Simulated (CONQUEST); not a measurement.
HfO2: single point with PBE

Crystal: HfO2.

```
Hf O
1.0
     5.00476    0.00000    0.00000
     0.00000    5.03269    0.00000
     0.00000    0.00000    5.21946
Hf O
4 8
Direct
  0.73252 0.74144 0.96699
  0.73252 0.24144 0.53301
  0.26748 0.74144 0.46699
  0.26748 0.24144 0.03301
  0.92865 0.87927 0.63213
  0.92865 0.37927 0.86787
  0.53988 0.49229 0.23395
  0.53988 0.99229 0.26605
  0.46012 0.99229 0.76605
  0.46012 0.49229 0.73395
  0.07135 0.87927 0.13213
  0.07135 0.37927 0.36787
```

Measurements of this composition are mostly on another form, of space group No. 14.

| Property | Result |
| --- | --- |
| Program | CONQUEST 1.3 |
| Task | single point |
| Functional | PBE |
| Potentials or basis | PseudoDojo NC PBE, SZP, grid cutoff 150 Ha |
| k mesh | 5 × 5 × 5 |
| Occupations | fermi-dirac, width 0.05 eV |
| Spin | no spin polarisation |

```yaml
Pressure: 14.7 GPa
Band_gap_on_the_k_mesh: 3.97 eV, indirect (least direct gap 4.15 eV)
Mulliken_charges: Hf +1.20; O -0.59, -0.61 e
```

Stress tensor (GPa, compression positive):
```
14.39  0.00  0.00
 0.00 14.56  0.00
 0.00  0.00 15.00
```

It took 90 s on 1 thread of Intel(R) Xeon(R) 6975P-C (Granite Rapids), with other jobs on the host, peak memory 1.6 GiB.

Caveat: the atomic basis is small; Mulliken charges move with the basis; the real-space grid is too coarse here: the forces don't sum to zero and aren't listed, and the energy moves when atoms move against the grid; spin-orbit coupling is left out, which moves the levels of the heavy elements; an odd mesh through Γ misses points on the zone boundary, where band edges often lie; the basis of atomic orbitals isn't converged, which shifts pressures, moduli and gaps. PBE gaps usually lie below the measured ones, often by a third to a half.
